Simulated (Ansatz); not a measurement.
Be2C:

```
C Be
1.0
     0.00000    2.16500    2.16500
     2.16500    0.00000    2.16500
     2.16500    2.16500    0.00000
C Be
1 2
Direct
  0.00000 0.00000 0.00000
  0.75000 0.75000 0.75000
  0.25000 0.25000 0.25000
```

Base run:

```yaml
Program: Ansatz 0.2.0
Functional: LDA
Potentials_or_basis: all-electron LAPW, scalar-relativistic
Cutoff: 262 eV (chosen from the basis error)
Basis_error_allowed: 0.002 eV/atom
k_mesh: 11 × 11 × 11
Occupations: fermi-dirac, width 0.05 eV
Spin: no spin polarisation
```

Its results: band gap on the k mesh 1.28 eV, indirect (least direct gap 4.03 eV); pressure -8.8 GPa.

The run is repeated on the same cell with these changes: functional from LDA to PBEsol. What comes out?

Band gap on the k mesh 1.17 eV, indirect (least direct gap 4.09 eV); pressure -2.9 GPa.

PBEsol binds less tightly than LDA, so the same cell stands under more pressure.

Caveats: the mesh misses the band edges, which the band path finds closer together.
